No row breaks the smooth course of this curve. When a tungsten crystal is pulled apart rigidly across one plane, the energy climbs from the closed crystal to a plateau without a jump, and the restoring pull rises to a single peak and fades. A formula with two constants, both taken from the ends of the process, stays within 3.5 % of the final energy on the whole opened side. Its error builds up and dies away over several rows, so it reflects the approximate shape of the formula and not an event at one opening.

Rigid opening of bcc tungsten (a = 3.184 Å) across a {110} plane, with four atomic layers and one cut per cell and no relaxation. Ansatz 0.2.0, plane-wave PAW, scalar-relativistic, PBE without spin polarisation; cutoff 420 eV, k mesh 22×22×7, Gaussian smearing of 0.15 eV. Energies are free energies relative to the closed crystal, per area of the cut.

```tsv
opening (Å)	separation energy (mJ/m²)	traction (GPa (slope of the separation energy))
-0.3	1168	-88.44
-0.15	255	-36.29
0	0	-0.04
0.25	472	32.93
0.5	1468	44.21
0.75	2585	43.72
1	3608	37.54
1.5	5094	22.22
2	5910	11.39
3	6500	2.34
4.5	6613	0.12
6	6620	0.01
```

The opening $d$ is the width added to the gap between two neighbouring atomic layers; a negative value squeezes them together. The separation energy is the energy above the closed crystal per area of the cut, so on the plateau it pays for two new faces. The traction is the pull per area that holds the gap at its width, which is the slope of the separation energy. The cut runs along a {110} plane, the most densely packed one of the bcc lattice. The closed crystal has space group Im-3m, and opening or squeezing one gap lowers this symmetry.

### Two routes to the same slope

A jump would show most clearly as a conflict between energy and traction. The tractions follow from the stress on the cell and the forces on the atoms, row by row, and not from differences between energies. If the calculation settled into an electronic state of higher or lower energy from one row to the next, the energy would shift suddenly, while the tractions on either side would know nothing of the shift. The mean slope of the energy would then disagree with the tractions at the ends of that interval.

It does not. Between 0.75 and 1 Å the mean slope differs from the average of the two end tractions by only 0.3 GPa, whereas a sudden shift of 100 mJ/m² would change it by 4 GPa, since 1 mJ/m² per Å is 0.01 GPa. The difference is largest between 0 and 0.25 Å, at 2.4 GPa, where the traction curve bends strongly. Over the whole scan it changes sign once, near 1 Å. That is the mark of a traction curve that bends downwards through its peak and upwards in its tail.

One interval looks odd at first sight. Between 0.5 and 0.75 Å the energy rises with a mean slope of 44.7 GPa, more than the traction at either end. The peak lies inside this interval, and the grid of openings steps over it. The largest traction in the table, 44.21 GPa, is therefore slightly below the true maximum of the rigid curve.

### The nearly closed crystal

For a very small opening the two halves behave as if joined by a spring. The traction grows as $kd$, where $k$ is the stiffness of the gap, and the energy grows as $kd^2/2$. Every metal starts in this way, because the closed crystal sits at the bottom of its energy curve.

The spring is soon uneven. Squeezing by 0.3 Å costs 2.5 times as much as opening by 0.25 Å, while an ideal spring would give a ratio of 1.44, the square of 0.3/0.25. The nearest tungsten atoms across the cut approach from 2.76 to 2.52 Å in the squeezed row. Electrons crowded into less space gain kinetic energy, and this repulsion grows faster on approach than the attraction does. The high energy at −0.3 Å is thus the steep wall found on the short side of any chemical bond, and it belongs to the smooth pattern.

### The widely opened crystal

In the opposite limit the halves no longer feel each other and the traction vanishes. Electron waves leak from a metal face into the vacuum with an exponentially falling tail, and bonding across the gap needs the tails of both faces to overlap. The last stretch of the curve shows how fast this ends. At 3 Å the energy is still 120 mJ/m² below that of the last row, and at 4.5 Å only 7 mJ/m².

The functional has a part in this quick end. PBE lacks the long-range dispersion attraction, which falls off as a power of the distance and would add a weak, slow tail at wide gaps. Such a tail would change how the plateau is approached, but it would be smooth as well.

### Joining the limits

The simplest traction that obeys both limits is a spring whose grip fades exponentially:

$$T(d)=k\,d\,e^{-d/L}$$

Here $L$ is the length over which the grip fades. The total work of pulling the halves apart, $W$, is the area under this curve, which is $kL^2$. The length therefore follows from the stiffness and the final energy, $L=\sqrt{W/k}$. Summing the traction up to an opening $d$ gives the energy, a form known as the universal binding-energy relation:

$$E(d)=W\left[1-\left(1+\frac{d}{L}\right)e^{-d/L}\right]$$

The stiffness comes from the tractions at −0.15, 0 and 0.25 Å. A parabola through these three points has a slope of 200 GPa per Å at zero opening, good to a few per cent. The final energy is that of the last row, 6620 mJ/m², or 66.2 GPa Å. The length is then

$$L=\sqrt{\frac{66.2}{200}}\ \text{Å}\approx 0.575\ \text{Å}$$

The model puts the peak of the traction at $d=L$, with the height $W/(eL)$, where $e$ is 2.718. This gives 66.2/(2.718 × 0.575), or 42.4 GPa. The energies between 0.5 and 0.75 Å call for a peak of at least 44.7 GPa, so the estimate is at least 5 % low. No row near the peak entered it: the stiffness of the almost closed crystal and the cost of two free faces are enough to place the maximum in the right interval and nearly at the right height.

The energies show where the formula is too simple. It falls short by up to 231 mJ/m², at 1.5 Å, and the shortfall shrinks steadily on both sides of that row. In the squeezed crystal at −0.3 Å it errs the other way, 10 % above the energy of that row. A shorter $L$ would lift the opened side but make the squeezed side worse, so the misfit lies in the shape of the curve and can't be pinned on a single row.

### Why the bonds let go so evenly

The first reason is geometric. Each atom at the cut has two nearest neighbours on the far side, at equal distances, and a rigid opening lengthens all these bonds together. They also run obliquely to the plane, so a gap of 1 Å stretches them from 2.76 to only 3.62 Å. None of these bonds breaks before the others. Each atom also has two second neighbours across the cut, which start at 3.18 Å and recede at the same time. Both kinds of contact fade gradually and overlap in one peak of the traction.

The second reason is that tungsten is a metal with a partly filled d band. Its bonding is spread over very many electron states, whose energies shift gradually as the gap widens. Where states cross the Fermi level, the border between filled and empty states, they should do so a few at a time. The smearing of the occupations rounds such crossings further, though extrapolating it to zero moves no energy by more than 15 mJ/m².

The forces on the frozen atoms show this gradual handover directly. At an opening of 0.5 Å the atoms next to the gap are drawn towards the opposite face. The pull weakens as the gap grows and reverses between 1.5 and 2 Å; in the last row the same atoms are drawn back into their own half with 0.66 eV/Å. Standard bonding theory explains the reversal: an atom that loses neighbours on one side binds more strongly to those that remain. Bonding passes from the front of the atom to its back by degrees, and the energy records only the sum.

### Where a break would appear

The likeliest place for a break is a process that the rigid scan forbids, the movement of the atoms. If they were free, a small extension would be shared among many layer spacings, since stretching each a little costs less than stretching one a lot. A large extension would be gathered into one wide gap, with the other spacings back near their normal width. In a thick crystal the change from the first state to the second is a snap.

The shape of the traction curve indicates how thick the crystal must be. The opening runs away once the material behind the faces is softer than the falling flank of the curve, because the stored stretch then gives back more pull than the gap can resist. Suppose that every layer spacing follows the same traction curve. The spacings behind the faces then sit on its rising flank, which flattens towards the peak. Close to the peak both flanks are about equally steep, so two such spacings in series are already softer than the falling flank. In this simple picture even the three spacings besides the cut in this cell would allow a snap if the atoms were free.

The peak traction is also not the strength of a tungsten part. It is the pull needed to separate two perfect, rigid halves everywhere at once, while a real part fails at flaws, where the load is concentrated. The plateau is of more direct use: half of it, 3310 mJ/m², is the cost of one {110} face before its atoms relax, for a slab of only four layers whose convergence with thickness was not tested. The inward pull on the outer atoms means that relaxation would lower this value.

A second kind of break needs electrons that can change their order. In a magnetic metal such as iron, the moments of the atoms at the cut grow as they lose neighbours. In a metal just short of magnetism in the bulk, moments could appear at some opening and put a kink into the traction. The present calculation leaves spin out and could not show such a kink, but tungsten gives little cause to expect one: its 5d band is broad, and the metal is non-magnetic.

The rule for a neighbouring case follows from these two exceptions. A cut through a metal should open smoothly as long as the atoms are held in place and the electrons keep the same kind of order. In tungsten the stiffness of the closed gap and the energy of the two free faces then fix the energy on the opened side to within several per cent. A sharp feature in a rigid scan is a reason to look for electrons that have settled into another state; in a relaxed scan, atoms that have moved can cause one too.
